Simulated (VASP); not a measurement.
WC:

```
W C
1.0
     0.00000    2.88680    2.88680
     2.88680    0.00000    2.88680
     2.88680    2.88680    0.00000
W C
2 2
Direct
  0.50000 0.50000 0.50000
  0.75000 0.75000 0.75000
  0.00000 0.00000 0.00000
  0.25000 0.25000 0.25000
```

The cell was built by a generator and needn't be a form met in nature.

Base run:

- Program: VASP 6.6.1
- Functional: r2SCAN
- Potentials or basis: VASP PAW PBE potentials, release 64 (W_sv, C)
- Cutoff: 520 eV
- k mesh: 6 × 6 × 6
- Occupations: fermi-dirac, width 0.05 eV
- Spin: no spin polarisation

Its results: pressure -1.6 GPa.

Task: The run is repeated on the same cell with these changes: functional from r2SCAN to SCAN. What comes out?

Result: Pressure -5.6 GPa.

Caveats: the PAW data sets were made with another functional, which shifts forces and pressure a little.

Not every run made on this cell is shown here.
